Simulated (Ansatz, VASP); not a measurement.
# RbBr: VASP beside Ansatz

```
Rb Br
1.0
     4.07017    0.00000    0.00000
     0.00000    4.07017    0.00000
     0.00000    0.00000    4.07017
Rb Br
1 1
Direct
  0.00000 0.92062 0.00000
  0.50000 0.58491 0.50000
```

Change from the starting cell: mode 5 frozen in at -0.346 Å and mode 6 at +0.000 Å (largest displacements).

Alike in both runs: task single point; functional PBEsol; k mesh 6 × 6 × 6; occupations gaussian, width 0.05 eV; no spin polarisation.

|  | VASP | Ansatz |
| --- | --- | --- |
| version | VASP 6.6.1 | Ansatz 0.2.0 |
| potentials or method | VASP PAW PBE potentials, release 64 (Rb_sv, Br) | scalar-relativistic, plane waves, PAW |
| plane-wave cutoff (eV) | 520 | 420 |
| valence electrons in the cell | 16 | 16 |

```csv
,VASP,Ansatz,Ansatz less VASP
gap on the k mesh at the Fermi level (eV),4.10,4.10,+0.001
least direct gap on the mesh (eV),4.25,4.25,+0.002
pressure (GPa),2.6,2.5,-0.08
largest component of the traceless stress (GPa),1.10,1.07,-0.027
rms of the force components (eV/Å),0.363,0.357,-0.0062
```

Atom by atom the forces differ by 0.006 eV/Å (rms over components).

Caveats: the PAW data sets were made with another functional, which shifts forces and pressure a little (VASP). A k mesh can miss the band edges.
